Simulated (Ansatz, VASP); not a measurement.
# NaCl: VASP beside Ansatz

```
CELL_PARAMETERS angstrom
0.00000 2.94283 2.94283
2.94283 0.00000 2.94283
2.94283 2.94283 0.00000
ATOMIC_POSITIONS crystal
Na 0.00000 0.00000 0.00000
Cl 0.50000 0.50000 0.50000
```

Change from the starting cell: hydrostatic strain +5.0%.

Alike in both runs: task single point; functional r2SCAN; k mesh 8 × 8 × 8; no spin polarisation.

|  | VASP | Ansatz |
| --- | --- | --- |
| version | VASP 6.6.1 | Ansatz 0.2.0 |
| potentials or method | VASP PAW PBE potentials, release 64 (Na_pv, Cl) | plane waves, PAW |
| plane-wave cutoff (eV) | 520 | 500 |
| occupations | gaussian, width 0.01 eV | fixed |
| valence electrons in the cell | 14 | 16 |

```csv
,VASP,Ansatz,Ansatz less VASP
gap on the k mesh at the Fermi level (eV),5.44,5.42,-0.021
pressure (GPa),-3.0,-2.8,+0.18
```

The two sets of potentials don't hold the same shells in valence.

Caveats: the PAW data sets were made with another functional, which shifts forces and pressure a little (VASP). A k mesh can miss the band edges.
